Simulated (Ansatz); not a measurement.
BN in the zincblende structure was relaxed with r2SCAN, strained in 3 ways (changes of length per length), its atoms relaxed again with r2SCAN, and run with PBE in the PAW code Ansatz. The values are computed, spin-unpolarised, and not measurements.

Uniaxial -2.67 % along [111], other directions held. Input:
```yaml
crystal:
  lattice:
    - [-0.0321258931, 1.7726995604, 1.7726995604]
    - [1.7726995604, -0.0321258931, 1.7726995604]
    - [1.7726995604, 1.7726995604, -0.0321258931]
  atoms:
    - { symbol: B, position: [-0.000303059, -0.000303059, -0.000303059] }
    - { symbol: "N", position: [0.250303059, 0.250303059, 0.250303059] }
kpoints:
  mp_grid: { grid: [12, 12, 12] }
  band_path:
    path:
      - [0.0, 0.0, 0.0]
      - [-0.5, -0.5, 0.0]
      - [-0.375, -0.375, 0.25]
      - [-0.375, 0.0, 0.375]
      - [0.0, 0.0, 0.5]
      - [-0.5, -0.25, 0.25]
    npoints: 1
hamiltonian:
  xc: pbe
scf:
  occupations: { method: fermi_dirac, width: 0.02 }
  n_extra_bands: 4
output:
  forces: true
  stress: true
  eigenvalues: true
```

Main results, then levels in eV from the Fermi energy at the points of the path (names of the unstrained zone, bands numbered from 0):
```
Crystal: 2 atoms, lattice volume = 11.444 Å³
Basis set: ecut = 420 eV, 229 PW (Γ)
Symmetry: 6 space group operations
Space group: R3m (ITA 160)
k-points: 189 of 1728 (time reversal used)
Free energy (F): -542.236861 eV
Fermi energy:    13.976137 eV
--- Forces (eV/Å), atoms counted from 1 ---
  atom   1  B     -0.02119    -0.02119    -0.02119
  atom   2  N       0.02119      0.02119      0.02119
--- Stress (GPa, compression-positive) ---
       16.093939       8.811814       8.811814
        8.811814      16.093939       8.811814
        8.811814       8.811814      16.093939
  P = ⅓ Tr σ = 16.0939 GPa (160.939 kbar)
```
```tsv
point	band_0	band_1	band_2	band_3	band_4	band_5	band_6
Γ	-22.878	-2.332	-2.332	-2.180	6.470	6.470	6.927
X	-17.097	-11.408	-7.525	-7.152	2.202	7.174	16.045
U	-16.950	-10.556	-10.149	-6.642	4.523	11.198	13.858
K	-17.055	-10.602	-10.248	-6.330	4.931	10.604	13.848
L	-18.586	-13.293	-4.209	-4.203	8.284	8.465	9.063
W	-16.765	-10.016	-9.469	-9.003	7.434	11.259	12.487
```

With PBE the valence top lies at Γ and the conduction bottom at X, 4.38 eV higher; the smallest vertical gap, at Γ, is 8.65 eV. With the atoms held, the mean pressure is +16.09 GPa (compression positive).

**Question.** Xy shear, engineering strain (angle) +2.43 % gives these blocks instead:
```yaml
crystal:
  lattice:
    - [0.0219286293, 1.8048254535, 1.8048254535]
    - [1.8048254535, 0.0219286293, 1.8048254535]
    - [1.8267540828, 1.8267540828, 0.0]
  atoms:
    - { symbol: B, position: [0.0001103318, 0.0001103318, -0.0001103318] }
    - { symbol: "N", position: [0.2498896682, 0.2498896682, 0.2501103318] }
```
What comes out?

**Answer.**
```
Crystal: 2 atoms, lattice volume = 11.756 Å³
Basis set: ecut = 420 eV, 247 PW (Γ)
Symmetry: 4 space group operations
Space group: Imm2 (ITA 44)
k-points: 280 of 1728 (time reversal used)
Free energy (F): -542.263772 eV
Fermi energy:    13.500988 eV
--- Forces (eV/Å), atoms counted from 1 ---
  atom   1  B       0.00000      0.00000      0.02765
  atom   2  N       0.00000      0.00000    -0.02765
--- Stress (GPa, compression-positive) ---
        5.097691     -11.093921       0.000000
      -11.093921       5.097691       0.000000
        0.000000       0.000000       4.807334
  P = ⅓ Tr σ = 5.0009 GPa (50.009 kbar)
```
```tsv
point	band_0	band_1	band_2	band_3	band_4	band_5	band_6
Γ	-22.533	-2.300	-2.253	-2.188	6.288	6.464	6.931
X	-16.924	-11.194	-7.399	-6.942	2.193	7.077	15.717
U	-16.908	-10.427	-9.994	-6.151	4.934	10.312	13.732
K	-16.833	-10.397	-9.944	-6.340	4.688	10.671	13.556
L	-18.395	-13.011	-4.107	-4.096	8.037	8.550	8.765
W	-16.609	-9.849	-9.245	-8.779	7.358	10.989	12.335
```
The PBE gap is indirect, 4.38 eV (Γ to X), below the direct gap of 8.48 eV at Γ. The mean pressure at these positions is +5.00 GPa, compression counted positive.

**Question.** Epitaxial -1.09 % in the plane normal to [111], free normal strain +0.19 % gives these blocks instead:
```yaml
crystal:
  lattice:
    - [0.0153609458, 1.8005138019, 1.8005138019]
    - [1.8005138019, 0.0153609458, 1.8005138019]
    - [1.8005138019, 1.8005138019, 0.0153609458]
  atoms:
    - { symbol: B, position: [5.91269e-05, 5.91269e-05, 5.91269e-05] }
    - { symbol: "N", position: [0.2499408731, 0.2499408731, 0.2499408731] }
```
What comes out?

**Answer.**
```
Crystal: 2 atoms, lattice volume = 11.525 Å³
Basis set: ecut = 420 eV, 235 PW (Γ)
Symmetry: 6 space group operations
Space group: R3m (ITA 160)
k-points: 189 of 1728 (time reversal used)
Free energy (F): -542.257205 eV
Fermi energy:    13.833554 eV
--- Forces (eV/Å), atoms counted from 1 ---
  atom   1  B       0.00984      0.00984      0.00984
  atom   2  N     -0.00984    -0.00984    -0.00984
--- Stress (GPa, compression-positive) ---
       12.900079      -4.080260      -4.080260
       -4.080260      12.900079      -4.080260
       -4.080260      -4.080260      12.900079
  P = ⅓ Tr σ = 12.9001 GPa (129.001 kbar)
```
```tsv
point	band_0	band_1	band_2	band_3	band_4	band_5	band_6
Γ	-22.769	-2.301	-2.230	-2.230	6.422	6.808	6.808
X	-17.032	-11.334	-7.363	-7.199	2.238	7.136	16.013
U	-16.964	-10.525	-10.135	-6.366	4.832	10.719	13.900
K	-16.912	-10.506	-10.098	-6.501	4.644	10.994	13.801
L	-18.395	-13.161	-4.280	-4.273	8.065	8.510	8.687
W	-16.704	-9.951	-9.401	-8.931	7.450	11.303	12.426
```
PBE gives an indirect gap of 4.47 eV, from Γ to X; the least direct gap is 8.65 eV at Γ. With the atoms held, the mean pressure is +12.90 GPa (compression positive).
